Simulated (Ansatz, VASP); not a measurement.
**BaTiO3 in VASP and in Ansatz**

```
Ba Ti O
1.0
     4.20863    0.00000    0.00000
     0.00000    3.01695    2.95807
     0.00000   -3.01695    2.95807
Ba Ti O
1 1 3
Direct
  0.00000 0.00808 0.00808
  0.50000 0.51971 0.51971
  0.00000 0.49163 0.49163
  0.50000 0.49381 0.98300
  0.50000 0.98300 0.49381
```

Change from the starting cell: strain +0.050 along x and y, +0.025 along z, atoms carried along.

Alike in both runs: task single point; functional PBE; k mesh 6 × 6 × 6; occupations gaussian, width 0.05 eV; no spin polarisation; Hubbard terms Ti d U = 4.0 eV.

|  | VASP | Ansatz |
| --- | --- | --- |
| version | VASP 6.6.1 | Ansatz 0.2.0 |
| potentials or method | VASP PAW PBE potentials, release 64 (Ba_sv, Ti_sv, O) | scalar-relativistic, plane waves, PAW |
| plane-wave cutoff (eV) | 520 | 420 |
| valence electrons in the cell | 40 | 40 |

|  | VASP | Ansatz | Ansatz less VASP |
| --- | --- | --- | --- |
| gap on the k mesh at the Fermi level (eV) | 2.18 | 2.17 | -0.009 |
| least direct gap on the mesh (eV) | 2.66 | 2.64 | -0.014 |
| pressure (GPa) | -12.4 | -14.6 | -2.12 |
| largest component of the traceless stress (GPa) | 2.88 | 2.86 | -0.029 |
| rms of the force components (eV/Å) | 0.188 | 0.365 | +0.1773 |

The programs project onto different local orbitals, so the same U acts differently. Atom by atom the forces differ by 0.182 eV/Å (rms over components).

Caveats: spin-orbit coupling is left out, which moves the levels of the heavy elements. A k mesh can miss the band edges.
